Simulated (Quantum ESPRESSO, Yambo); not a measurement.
Planning a run of Yambo 5.3.0 on BN (P6_3/mmc). The input:

```
optics
bss
bse
em1s
dipoles
rim_cut
RandQpts= 1000000
RandGvec= 1 RL
Chimod= "HARTREE"
BSKmod= "SEX"
BSEmod= "resonant"
BSSmod= "d"
BSENGexx= 1 RL
BSENGBlk= 4 Ry
% BSEQptR
 1 | 1 |
%
% BSEBands
 5 | 10 |
%
% BEnRange
 0 | 8 | eV
%
% BDmRange
 0.1 | 0.1 | eV
%
BEnSteps= 161
% BLongDir
 1 | 0 | 0 |
%
% BndsRnXs
 1 | 16 |
%
NGsBlkXs= 4 Ry
% LongDrXs
 1 | 1 | 1 |
%
% KfnQP_E
 1.45 | 1.0 | 1.0 |
%
WRbsWF
FFTGvecs= 32 Ry
```

```sh
OMP_NUM_THREADS=1 mpirun -n 8 yambo -F bse10.in -J bse10,bse9_W -C bse10 > bse10.log
```

The stored states that it reads are on a 9×9×4 mesh. Symmetry: P6_3/mmc, No. 194, hexagonal system. Conventional cell: a = 2.504 Å, b = 2.504 Å, c = 6.661 Å, α = 90.00°, β = 90.00°, γ = 120.00°. Nearest to B lie 3 N at 1.45 Å. Nearest to N lie 3 B at 1.45 Å. Farther neighbours and most contacts between anions are not listed.

Estimate wall time and host memory on 8 MPI ranks of Arm Neoverse V2, shared host.

It took 43 s; on shared hardware allow 21 s to 86 s. Peak host memory was 4.2 GiB.

The kernel grows as the square of the matrix size, and full diagonalisation as its cube.

[Paths, hosts, dates, memory and timing lines, banners, echoed tables and standing remarks are left out of the program output.]

[Logs are printed without paths, hosts, clocks, repeated set-up lines and the standing remarks that a program may print on its own settings, such as how far it seeks lower states.]

[Runs of the session that timed out or met a known fault of the program may be left out.]

[Hosts, paths, dates, database ids (printed as entryN), source tags and the programs' standing remarks are cut or masked in the printed files.]
